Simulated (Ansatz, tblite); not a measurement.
ZnGeP2: GFN2-xTB, run from Python

These are simulated results from tblite 0.8.0, not measurements. The cell began as a measured structure and was relaxed with r2SCAN in plane waves (Ansatz 0.2.0). All runs are without spin polarisation.

It is tetragonal, I-42d (No. 122); conventional cell a = 5.447 Å, c = 10.731 Å, 19.90 Å³ an atom. Zn has 4 P at 2.36 Å; Ge has 4 P at 2.33 Å; P has 2 Ge at 2.33 Å and 2 Zn at 2.36 Å.

tblite solves periodic systems at the zone centre alone, so the script builds a cluster of 2×2×1 conventional cells (64 atoms), which folds in a coarse mesh of k points.

The script, run.py:

```python
import json
from ase import Atoms
from ase.build import make_supercell
from ase.units import Bohr, GPa, Hartree
from tblite.interface import Calculator

atoms = Atoms(['Zn', 'Zn', 'Ge', 'Ge', 'P', 'P', 'P', 'P'],
              cell=[[-2.72333067, 2.72333067, 5.36561995], [2.72333067, -2.72333067, 5.36561995], [2.72333067, 2.72333067, -5.36561995]],
              scaled_positions=[[0.0, 0.0, 0.0], [0.75, 0.25, 0.5], [0.5, 0.5, 0.0], [0.25, 0.75, 0.5], [0.375, 0.379210696, 0.504210696], [0.620789304, 0.125, 0.995789304], [0.875, 0.870789304, 0.495789304], [0.129210696, 0.625, 0.004210696]],
              pbc=True)
cluster = make_supercell(atoms, [[0, 2, 2], [2, 0, 2], [1, 1, 0]])
calc = Calculator('GFN2-xTB', cluster.numbers, cluster.positions / Bohr, lattice=cluster.cell[:] / Bohr, periodic=cluster.pbc)
calc.set('temperature', 0.02 / Hartree)
calc.set('max-iter', 150)
res = calc.singlepoint()
levels = res.get('orbital-energies') * Hartree
nv = round(res.get('orbital-occupations').sum() / 2)
cells = len(cluster) // len(atoms)
out = {'energy_per_cell': res.get('energy') * Hartree / cells, 'homo': levels[nv - 1], 'lumo': levels[nv],
       'stress': (-res.get('virial') * Hartree / cluster.get_volume() / GPa).tolist(), 'charges': res.get('charges')[:len(atoms)].tolist(), 'electrons': 2 * nv / cells}
json.dump(out, open('results.json', 'w'))
for key, value in out.items():
    print(key, value)
```

Command: `python run.py`. It took 5.4 s on 1 thread of Arm Neoverse V1 (shared host), peak memory 0.12 GiB.

Output:

```
------------------------------------------------------------
  cycle        total energy    energy error   density error
------------------------------------------------------------
      1     -114.4439523219  -1.1494006E+02   3.4110594E-01
      2     -113.9904569619   4.5349536E-01   3.5828158E-01
      3     -121.8227121039  -7.8322551E+00   1.3499003E-01
      4     -115.7225610891   6.1001510E+00   1.8510710E-01
      5     -121.3674490835  -5.6448880E+00   1.2454797E-01
      6     -121.6136931077  -2.4624402E-01   1.1004092E-01
      7     -122.4812554878  -8.6756238E-01   1.1904935E-02
      8     -122.4764215721   4.8339157E-03   1.5786520E-02
      9     -122.4953056612  -1.8884089E-02   1.6059861E-03
     10     -122.4950989578   2.0670341E-04   1.7779168E-03
     11     -122.4950211353   7.7822475E-05   2.5152387E-03
     12     -122.4953558528  -3.3471741E-04   1.6421642E-03
     13     -122.4955800508  -2.2419810E-04   2.4841836E-04
     14     -122.4955832638  -3.2129743E-06   7.1317431E-05
     15     -122.4955768218   6.4420174E-06   3.2022029E-04
     16     -122.4955759274   8.9442717E-07   3.1824251E-04
     17     -122.4955834923  -7.5649192E-06   9.9761101E-05
     18     -122.4955842122  -7.1988083E-07   3.2697446E-05
     19     -122.4955842410  -2.8863752E-08   2.0873134E-05
     20     -122.4955842690  -2.7915178E-08   1.0923603E-05
------------------------------------------------------------

 total:                                   4.750 sec
energy_per_cell -416.6593287278756
homo -9.280409106716773
lumo -7.500002817586183
stress [[3.971413297022304, -5.885252723312221e-07, 2.5599662323056655e-07], [-5.88525272456603e-07, 3.971417504998522, 1.6270078222654688e-07], [2.5599662316390865e-07, 1.6270078227155341e-07, 3.352468247769295]]
charges [0.07913388950935085, 0.07914100122786416, 0.24865288700517718, 0.24867114742891794, -0.16391961192776822, -0.16390052709747796, -0.16390963560114247, -0.16389997104481363]
electrons 32.0
```

The cycle table is in hartree for the whole cluster, and the lines after it are in eV (the energy for one cell). The printed stress is in GPa and positive in compression, and the pressure is its mean diagonal.

GFN2-xTB gives a gap of 1.78 eV. On the same cell, plane-wave PBE (Ansatz, 6×6×6 k points and the special points) gives a gap of 1.21 eV and r2SCAN a gap of 1.43 eV; on shared hosts these took about 30 and 59 core-seconds on the 8-atom cell, against 5.4 for the script. Semilocal gaps usually lie below measured ones. xTB was fitted to molecules, so gaps, charges and pressures of solids can be far off, and the gap also depends on the size of the cluster.

The same script was run on cells scaled at fixed shape and fractional coordinates:

| volume (Å³/atom) | energy (meV/atom) | pressure (GPa, positive in compression) | gap (eV) |
| --- | --- | --- | --- |
| 17.51 | 141.3 | 16.77 | 1.93 |
| 18.70 | 46.7 | 9.24 | 1.87 |
| 19.90 | 0.0 | 3.77 | 1.78 |
| 21.09 | -13.4 | 0.12 | 1.28 |
| 22.28 | -3.1 | -2.64 | 0.73 |

A Birch-Murnaghan fit puts the minimum at 21.10 Å³/atom, 6.0 % above the given cell, with a bulk modulus of 55.1 GPa at fixed shape.

xTB was fitted mostly to molecules, and a small cluster samples few k points, so gaps, pressures and kinks along a curve can be far from a solid's.

Spin-orbit coupling is left out.
